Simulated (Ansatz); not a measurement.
Rutile SiO2, relaxed with r2SCAN in the plane-wave code Ansatz. It is tetragonal, P4_2/mnm (No. 136); conventional cell a = 4.185 Å, c = 2.669 Å, 7.79 Å³ an atom. Si is surrounded by 6 O at 1.76–1.81 Å; O is surrounded by 3 Si at 1.76–1.81 Å.

The axes x, y and z are those of this cell:
```yaml
crystal:
  lattice:
    - [4.18519, 0.00000, 0.00000]
    - [0.00000, 4.18519, 0.00000]
    - [0.00000, 0.00000, 2.66884]
  atoms:
    - { symbol: Si, position: [0.00000, 0.00000, 0.00000] }
    - { symbol: Si, position: [0.50000, 0.50000, 0.50000] }
    - { symbol: O, position: [0.30610, 0.30610, 0.00000] }
    - { symbol: O, position: [0.19390, 0.80610, 0.50000] }
    - { symbol: O, position: [0.80610, 0.19390, 0.50000] }
    - { symbol: O, position: [0.69390, 0.69390, 0.00000] }
```

Unstrained: PBE gives a direct gap of 5.555 eV at Γ. r2SCAN gives a direct gap of 6.512 eV at Γ. HSE06 gives a direct gap of 7.661 eV at Γ. Meshes: PBE 6×6×10, r2SCAN 6×6×10, HSE06 4×4×6. Strains are changes of length per length. After each strain the atoms were relaxed again with r2SCAN within the symmetry that the strain leaves, so tilts or polar shifts that break it weren't tested; points keep the names that they have in the unstrained zone. The values are computed, spin-unpolarised, and not measurements.

(1) Estimate what isotropic -2.0 % on every length does to the gap.

(2) Estimate what isotropic +2.0 % on every length does to the gap.

(3) Apply isotropic -3.0 % on every length. How far does the gap move, against the unstrained cell?

(4) Apply isotropic +3.0 % on every length. How far does the gap move, against the unstrained cell?

(5) Apply isotropic -4.0 % on every length. How far does the gap move, against the unstrained cell?

(6) Estimate what isotropic +4.0 % on every length does to the gap.

(7) Apply isotropic -1.0 % on every length. How far does the gap move, against the unstrained cell?

(8) Estimate what isotropic +1.0 % on every length does to the gap.

(9) Order the strained cells by their HSE06 gap, smallest first.
A. isotropic -4.0 % on every length
B. isotropic -3.0 % on every length
C. isotropic +2.0 % on every length
D. isotropic -2.0 % on every length
E. isotropic +3.0 % on every length
F. isotropic +1.0 % on every length
G. isotropic +4.0 % on every length
H. isotropic -1.0 % on every length

## Answers

(1) PBE: the gap goes from 5.555 to 6.592 eV (+1.037 eV); with r2SCAN the top three valence levels at Γ, grouped 1+2 from the top over 879 meV, become 1+2 over 950 meV. r2SCAN: the gap goes from 6.512 to 7.593 eV (+1.081 eV). HSE06: the gap goes from 7.661 to 8.765 eV (+1.104 eV). The r2SCAN energy rises by 29.7 meV an atom.

(2) PBE: the gap goes from 5.555 to 4.617 eV (-0.938 eV); least and direct gap lie within 0.04 eV, so its kind isn't settled; with r2SCAN the top three valence levels at Γ, grouped 1+2 from the top over 879 meV, become 1+2 over 807 meV. r2SCAN: the gap goes from 6.512 to 5.531 eV (-0.981 eV). HSE06: the gap goes from 7.661 to 6.655 eV (-1.006 eV). The r2SCAN energy rises by 26.0 meV an atom.

(3) PBE: the gap goes from 5.555 to 7.100 eV (+1.545 eV); with r2SCAN the top three valence levels at Γ, grouped 1+2 from the top over 879 meV, become 1+2 over 986 meV. r2SCAN: the gap goes from 6.512 to 8.068 eV (+1.556 eV). HSE06: the gap goes from 7.661 to 9.111 eV (+1.450 eV). The r2SCAN energy rises by 69.2 meV an atom.

(4) PBE: the gap goes from 5.555 to 4.178 eV (-1.377 eV); with r2SCAN the top three valence levels at Γ, grouped 1+2 from the top over 879 meV, become 1+2 over 773 meV. r2SCAN: the gap goes from 6.512 to 5.071 eV (-1.441 eV). HSE06: the gap goes from 7.661 to 6.183 eV (-1.478 eV). The r2SCAN energy rises by 56.6 meV an atom.

(5) PBE: the gap goes from 5.555 to 7.199 eV (+1.644 eV); with r2SCAN the top three valence levels at Γ, grouped 1+2 from the top over 879 meV, become 1+2 over 1022 meV. r2SCAN: the gap goes from 6.512 to 8.175 eV (+1.663 eV). HSE06: the gap goes from 7.661 to 9.212 eV (+1.551 eV). The r2SCAN energy rises by 127.3 meV an atom.

(6) PBE: the gap goes from 5.555 to 3.765 eV (-1.790 eV); with r2SCAN the top three valence levels at Γ, grouped 1+2 from the top over 879 meV, become 1+2 over 737 meV. r2SCAN: the gap goes from 6.512 to 4.636 eV (-1.876 eV). HSE06: the gap goes from 7.661 to 5.736 eV (-1.925 eV). The r2SCAN energy rises by 97.3 meV an atom.

(7) PBE: the gap goes from 5.555 to 6.062 eV (+0.507 eV); with r2SCAN the top three valence levels at Γ, grouped 1+2 from the top over 879 meV, become 1+2 over 914 meV. r2SCAN: the gap goes from 6.512 to 7.040 eV (+0.528 eV). HSE06: the gap goes from 7.661 to 8.201 eV (+0.540 eV). The r2SCAN energy rises by 7.2 meV an atom.

(8) PBE: the gap goes from 5.555 to 5.074 eV (-0.481 eV); with r2SCAN the top three valence levels at Γ, grouped 1+2 from the top over 879 meV, become 1+2 over 843 meV. r2SCAN: the gap goes from 6.512 to 6.009 eV (-0.503 eV). HSE06: the gap goes from 7.661 to 7.145 eV (-0.516 eV). The r2SCAN energy rises by 6.7 meV an atom.

(9) G (5.74 eV), E (6.18 eV), C (6.66 eV), F (7.15 eV), H (8.20 eV), D (8.77 eV), B (9.11 eV), A (9.21 eV).

The meshes of the hybrids are coarse, so their gaps aren't converged to the digits shown.

The splittings at Γ are without spin-orbit coupling, which regroups them where it is of like size.
